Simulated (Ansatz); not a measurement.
## SiO2 (P3_121): the host for defect calculations

Before any defect goes in: SiO2 (P3_121) at rest, and how it screens a charge.

Program: Ansatz 0.2.0. Level of theory: plane-wave PAW DFT, PBEsol; relaxation of the host's cell and atoms; PAW set soft_1, in the first sound run; inputs show where later runs differ. Results are calculated unless marked as measured.

This is a report of a sequence of runs, with most program output left out.

## 1. Starting point

The structure is trigonal, space group P3_121 (No. 152). The conventional cell has a = 4.915 Å, b = 4.915 Å, c = 5.431 Å, α = 90.00°, β = 90.00°, γ = 120.00°. Si has 4 O at 1.61 to 1.62 Å nearest. Nearest to O lie 2 Si at 1.61 to 1.62 Å. Farther neighbours and most contacts between anions are not listed.

## 2. Host cell relaxation

Cell and atoms are relaxed together, until forces and stress fall under their thresholds.

cell/input.yaml reads:

```yaml
crystal:
  lattice:
    - [4.9149662, 0.0, 0.0]
    - [-2.4574831, 4.2564856, 0.0]
    - [0.0, 0.0, 5.4313011]
  atoms:
    - { symbol: Si, position: [0.53108859, 0.53108859, 0.0] }
    - { symbol: Si, position: [0.0, 0.46891141, 0.66666667] }
    - { symbol: Si, position: [0.46891141, 0.0, 0.33333333] }
    - { symbol: O, position: [0.26922311, 0.41339429, 0.78489098] }
    - { symbol: O, position: [0.58660571, 0.85582882, 0.11822431] }
    - { symbol: O, position: [0.14417118, 0.73077689, 0.45155765] }
    - { symbol: O, position: [0.41339429, 0.26922311, 0.21510902] }
    - { symbol: O, position: [0.73077689, 0.14417118, 0.54844235] }
    - { symbol: O, position: [0.85582882, 0.58660571, 0.88177569] }
basis:
  ecutwfc: 420
  xc_grid: 2
hamiltonian:
  xc: pbesol
  pseudopotentials: { kind: paw, azcp: { folder: soft_1 }, xc_functional: pbe }
kpoints:
  mp_grid: { grid: [7, 7, 5] }
scf:
  occupations: { method: fixed }
  max_iter: 100
relax:
  f_tol: 0.005
  max_steps: 60
  cell: {}
output:
  forces: true
  stress: true
checkpoint:
  write: "../cell.run"
  compress: false
  write_wavefunctions: false
  write_every: 100000
```

Command:

```bash
$ ansatz run input.yaml --threads 32 --pin off --max-ram 84787MiB --backend cuda --events-out ev --progress --plain --runs-dir out --max-vram 78GiB
```

It took 3.2 s on 1 × NVIDIA GB200 with 32 threads of Arm Neoverse V2, shared host; peak memory 1.1 GiB; 14 s of CPU time.

The steps of the relaxation:

| step | energy less that of the first step (eV) | largest force component (eV/Å) | pressure (GPa) | volume (Å³) |
| --- | --- | --- | --- | --- |
| 1 | 0.0000 | 0.1634 | 2.72 | 113.63 |
| 2 | -0.0080 | 0.1015 | 1.42 | 114.41 |
| 3 | -0.0101 | 0.0292 | -0.01 | 115.27 |
| 4 | -0.0108 | 0.0120 | 0.00 | 115.13 |
| 5 | -0.0107 | 0.0013 | 0.00 | 115.20 |
| 6 | -0.0148 | 0.0014 | 0.07 | 115.20 |
| 7 | -0.0144 | 0.0008 | 0.01 | 115.39 |
| 8* | -0.0150 | 0.0008 | 0.01 | 115.39 |

Relaxation steps marked * repeat the geometry before them on a plane-wave basis chosen anew for their cell, so energy and pressure can jump there. The log counts 2 steps on a newly chosen plane-wave basis, not all of them marked here; energy and pressure can jump at such steps.

Forces are held to the 6 operations that the run works with; a distortion that breaks them can't arise in this run.

| conventional cell, symmetrised | before | after | change |
| --- | --- | --- | --- |
| a (Å) | 4.915 | 4.948 | +0.7 % |
| b (Å) | 4.915 | 4.948 | +0.7 % |
| c (Å) | 5.431 | 5.441 | +0.2 % |
| volume (Å³/atom) | 12.63 | 12.82 | +1.6 % |

This step gave:

```yaml
pressure: 0.01236 GPa
```

The relaxation ends with a largest force component of 8.2e-4 eV/Å and a pressure of 0.01 GPa.

## 3. Dielectric tensors of the host

The response to a uniform electric field gives the electronic dielectric tensor.

This step: plane-wave PAW DFPT, PBEsol; dielectric tensors, Born charges and zone-centre modes of the host; PAW set soft_1 (Ansatz 0.2.0).

eps/input.yaml reads:

```yaml
crystal:
  lattice:
    - [4.9484137309, 0.0, 0.0]
    - [-2.4742068654, 4.2854519994, 0.0]
    - [0.0, 0.0, 5.4413216671]
  atoms:
    - { symbol: Si, position: [0.5297148839, 0.5297148839, 0.0] }
    - { symbol: Si, position: [0.0, 0.4702851161, 0.6666666667] }
    - { symbol: Si, position: [0.4702851161, 0.0, 0.3333333333] }
    - { symbol: O, position: [0.2670818754, 0.4124867885, 0.7853886872] }
    - { symbol: O, position: [0.5875132115, 0.8545950869, 0.1187220206] }
    - { symbol: O, position: [0.1454049131, 0.7329181246, 0.4520553539] }
    - { symbol: O, position: [0.4124867885, 0.2670818754, 0.2146113128] }
    - { symbol: O, position: [0.7329181246, 0.1454049131, 0.5479446461] }
    - { symbol: O, position: [0.8545950869, 0.5875132115, 0.8812779794] }
basis:
  ecutwfc: 420
hamiltonian:
  xc: pbesol
  pseudopotentials: { kind: paw, azcp: { folder: soft_1 }, xc_functional: pbe }
kpoints:
  mp_grid: { grid: [6, 6, 5] }
scf:
  occupations: { method: fixed }
  max_iter: 100
phonons:
  method: dfpt
  dielectric: true
  rigid_motions: translations
```

Elapsed: 9.5 s, on 1 × NVIDIA GB200 with 32 threads; peak memory 2 GiB; 84 s of CPU time.

Electronic dielectric tensor:

```
2.49 0.00 0.00
0.00 2.49 0.00
0.00 0.00 2.52
```

Static dielectric tensor:

```
4.63 0.00 0.00
0.00 4.63 0.00
0.00 0.00 4.85
```

The principal values of the electronic dielectric tensor are 2.49, 2.49 and 2.52. The principal values of the static dielectric tensor are 4.63, 4.63 and 4.85.

## 4. Defect free supercell relaxed in its symmetry

This cell, the one that will hold the defects, is built from the relaxed host. Its coarser k-points can move the atoms a little, so it is relaxed from the symmetric sites, as the reference for the test of stability.

This step: plane-wave PAW DFT, PBEsol; relaxation of the defect-free supercell in its symmetry; PAW set soft_1 (Ansatz 0.2.0).

System of this step: SiO2 (P3_121). The cell holds 72 atoms: 24 Si and 48 O. Its edges and angles: a = 9.897 Å, b = 9.897 Å, c = 10.883 Å, α = 90.0°, β = 90.0°, γ = 120.0°.

pristine.symmetric/input.yaml reads:

```yaml
crystal:
  lattice:
    - [9.8968274618, 0.0, 0.0]
    - [-4.9484137309, 8.5709039988, 0.0]
    - [0.0, 0.0, 10.8826433342]
  atoms:
    - { symbol: Si, position: [0.264857442, 0.264857442, 0.0] }
    - { symbol: Si, position: [0.0, 0.235142558, 0.3333333334] }
    - { symbol: Si, position: [0.235142558, 0.0, 0.1666666666] }
    - { symbol: O, position: [0.1335409377, 0.2062433942, 0.3926943436] }
    - { symbol: O, position: [0.2937566058, 0.4272975434, 0.0593610103] }
    - { symbol: O, position: [0.0727024566, 0.3664590623, 0.226027677] }
    - { symbol: O, position: [0.2062433942, 0.1335409377, 0.1073056564] }
    - { symbol: O, position: [0.3664590623, 0.0727024566, 0.273972323] }
[... 60 atom lines left out ...]
    - { symbol: O, position: [0.5727024566, 0.8664590623, 0.726027677] }
    - { symbol: O, position: [0.7062433942, 0.6335409377, 0.6073056564] }
    - { symbol: O, position: [0.8664590623, 0.5727024566, 0.773972323] }
    - { symbol: O, position: [0.9272975434, 0.7937566058, 0.9406389897] }
basis:
  ecutwfc: 420
  xc_grid: 2
hamiltonian:
  xc: pbesol
  pseudopotentials: { kind: paw, azcp: { folder: soft_1 }, xc_functional: pbe }
kpoints:
  mp_grid: { grid: [1, 1, 1] }
scf:
  occupations: { method: fermi_dirac, width: 0.01 }
  max_iter: 100
  lower_state_search: "off"
output:
  forces: true
relax:
  f_tol: 0.015
  max_steps: 60
  escape_saddle: false
checkpoint:
  write: "../pristine.symmetric.run"
  compress: false
  write_wavefunctions: false
  write_every: 100000
```

It took 1.6 s on 1 × NVIDIA GB200 with 32 threads; peak memory 1 GiB; 4.6 s of CPU time.

Hardly anything moved in the relaxation; the energy changed by under 0.2 meV an atom.

## 5. Defect free supercell relaxed from displaced atoms

This step: plane-wave PAW DFT, PBEsol; relaxation of the defect-free supercell from random displacements, a test of the host's stability; PAW set soft_1 (Ansatz 0.2.0).

pristine.rattled/input.yaml, as its differences from pristine.symmetric/input.yaml of step 4:

```diff
@@ -94,6 +94,6 @@
   f_tol: 0.015
-  max_steps: 60
-  escape_saddle: false
+  max_steps: 120
+  random_displacement: { amplitude: 0.06, seed: 1841 }
 checkpoint:
-  write: "../pristine.symmetric.run"
+  write: "../pristine.rattled.run"
   compress: false
```

The job ended after 2.7 s (1 × NVIDIA GB200 with 32 threads; peak memory 1.1 GiB; 11 s of CPU time).

The steps of the relaxation:

| step | energy less that of the first step (eV) | largest force component (eV/Å) |
| --- | --- | --- |
| 1 | 0.0000 | 4.6505 |
| 2 | -2.5262 | 2.9577 |
| 3 | -4.2601 | 0.0494 |
| 4 | -4.2601 | 0.0497 |
| 5 | -4.2648 | 0.0026 |

The relaxation ends 59 meV an atom lower than the displaced start, with a largest force component of 0.0026 eV/Å.

## 6. Host on a dense mesh

This step: plane-wave PAW DFT, PBEsol; single point of the defect-free host, a test of the k-point sampling; PAW set soft_1 (Ansatz 0.2.0).

System of this step: SiO2 (P3_121). The structure is trigonal, space group P3_121 (No. 152). Conventional cell: a = 4.948 Å, b = 4.948 Å, c = 5.441 Å, α = 90.00°, β = 90.00°, γ = 120.00°. Nearest to Si lie 4 O at 1.62 Å. Nearest to O lie 2 Si at 1.62 Å. Farther neighbours and most contacts between anions are not listed.

dense/input.yaml, as its differences from eps/input.yaml of step 3:

```diff
@@ -17,2 +17,3 @@
   ecutwfc: 420
+  xc_grid: 2
 hamiltonian:
@@ -21,9 +22,11 @@
 kpoints:
-  mp_grid: { grid: [6, 6, 5] }
+  mp_grid: { grid: [7, 7, 5] }
 scf:
-  occupations: { method: fixed }
+  occupations: { method: fermi_dirac, width: 0.01 }
   max_iter: 100
-phonons:
-  method: dfpt
-  dielectric: true
-  rigid_motions: translations
+  lower_state_search: "off"
+checkpoint:
+  write: "../dense.run"
+  compress: false
+  write_wavefunctions: false
+  write_every: 100000
```

It took 1.2 s on 1 × NVIDIA GB200 with 32 threads; peak memory 1.1 GiB; 2.7 s of CPU time.

## 7. Defect free supercell at the zone centre

The supercell is run at the zone centre, to see how far that sampling misses the dense mesh.

System of this step: SiO2 (P3_121). The cell holds 72 atoms: 24 Si and 48 O. Cell: a = 9.897 Å, b = 9.897 Å, c = 10.883 Å, α = 90.0°, β = 90.0°, γ = 120.0°.

pristine.sampling_gamma/input.yaml, as its differences from pristine.rattled/input.yaml of step 5:

```diff
@@ -90,10 +90,4 @@
   lower_state_search: "off"
-output:
-  forces: true
-relax:
-  f_tol: 0.015
-  max_steps: 120
-  random_displacement: { amplitude: 0.06, seed: 1841 }
 checkpoint:
-  write: "../pristine.rattled.run"
+  write: "../pristine.sampling_gamma.run"
   compress: false
```

The job ended after 1.4 s (1 × NVIDIA GB200 with 32 threads; peak memory 1 GiB; 3 s of CPU time).

## 8. What came out

- primitive cell vectors, lengths: 4.948, 4.948, 5.441 Å
- electronic dielectric constant: principal values (2.49, 2.49, 2.52)
- static dielectric constant: principal values (4.63, 4.63, 4.85)
- gap on the k-mesh of the response run (PBEsol): 5.72 eV
- supercell relaxed in its symmetry less the displaced and relaxed one: 0.000 eV
- energy an atom at the zone centre alone less that on the dense mesh: 0.001 eV

Step 5: The energy fell by 4.265 eV from the randomly displaced start; against the sites as typed, O25 ends farthest off, by 0.01 Å, once the mean shift is taken out. The displaced cell ends within 0.01 eV of the symmetric one relaxed in its symmetry, so no lower structure shows in this supercell. The k-mesh can miss the band edges, so this gap is an upper bound at this level. All at zero temperature.

[Logs are printed without paths, hosts, clocks, repeated set-up lines and the standing remarks that a program may print on its own settings, such as how far it seeks lower states.]

[Hosts, paths, dates, database ids (printed as entryN), source tags and the programs' standing remarks are cut or masked in the printed files.]

[Runs of the host that timed out are not shown.]

[For some hosts the program warned that the k-mesh of the response run may be too coarse for force constants and the static dielectric constant; such warnings are not always shown.]
